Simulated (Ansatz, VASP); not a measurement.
# Two plane-wave programs on MoH5

INCAR

```
SYSTEM = MoH5
  ALGO = Normal
  EDIFF = 1E-6
  EDIFFG = -0.04
  ENCUT = 600
  GGA = PE
  IBRION = 2
  ISIF = 3
  ISMEAR = 0
  LASPH = .TRUE.
  LCHARG = .FALSE.
  LREAL = .FALSE.
  LWAVE = .FALSE.
  NELM = 100
  NSW = 90
  PREC = Accurate
  SIGMA = 0.1
```

Contents of KPOINTS:

```
k-points
0
G
  6 6 4
  0 0 0
```

POSCAR

```
MoH5
1.0
    3.4225377400      0.0000000000      0.0000000000
   -1.7112688700      2.9640046300      0.0000000000
    0.0000000000      0.0000000000      5.7326012100
H Mo
5 1
Direct
    0.3333333300      0.6666666700      0.5000000000
    0.6666666700      0.3333333300      0.5000000000
    0.0000000000      0.0000000000      0.3381526800
    0.0000000000      0.0000000000      0.6618473200
    0.0000000000      0.0000000000      0.5000000000
    0.0000000000      0.0000000000      0.0000000000
```

Input for Ansatz:

```yaml
crystal:
  lattice:
    - [3.42253774, 0.0, 0.0]
    - [-1.71126887, 2.96400463, 0.0]
    - [0.0, 0.0, 5.73260121]
  atoms:
    - { symbol: H, position: [0.33333333, 0.66666667, 0.5] }
    - { symbol: H, position: [0.66666667, 0.33333333, 0.5] }
    - { symbol: H, position: [0.0, 0.0, 0.33815268] }
    - { symbol: H, position: [0.0, 0.0, 0.66184732] }
    - { symbol: H, position: [0.0, 0.0, 0.5] }
    - { symbol: Mo, position: [0.0, 0.0, 0.0] }
basis:
  ecutwfc: 420
kpoints:
  mp_grid: { grid: [6, 6, 4] }
hamiltonian:
  xc: pbe
scf:
  occupations: { method: gaussian, width: 0.1 }
  lower_state_search: "off"
output:
  forces: true
  stress: true
  eigenvalues: true
relax:
  adjacent_minimum: "off"
  f_tol: 0.04
  max_steps: 70
  cell: { stress_tol: 0.4 }
```

Alike in both runs: task relaxation of cell and atoms; functional PBE; k mesh 6 × 6 × 4; occupations gaussian, width 0.1 eV; no spin polarisation.

|  | VASP | Ansatz |
| --- | --- | --- |
| version | VASP 6.6.1 | Ansatz 0.2.0 |
| potentials or method | VASP PAW PBE potentials, release 64 (H, Mo_sv) | scalar-relativistic, plane waves, PAW |
| plane-wave cutoff (eV) | 600 | 420 |
| valence electrons in the cell | 19 | 19 |

Ansatz gave:

| Property | Result |
| --- | --- |
| gap on the k mesh at the Fermi level, each at its own relaxed structure (eV) | none |
| relaxed volume (Å³/atom) | 6.36 |
| relaxed cell length with the largest relative difference (Å) | 6.588 |
| energy change over the relaxation (meV/atom) | -552 |

What did VASP give for the same quantities?

gap on the k mesh at the Fermi level, each at its own relaxed structure (eV): none; relaxed volume (Å³/atom): 6.36; relaxed cell length with the largest relative difference (Å): 6.565; energy change over the relaxation (meV/atom): -549.

A gap of «none» marks a metal or a gap that the smearing closes.

Caveats: the volume moved by over 15 % at a fixed basis, so the end points are rough (VASP); the bands computed are all filled at some k points, so no gap is given.
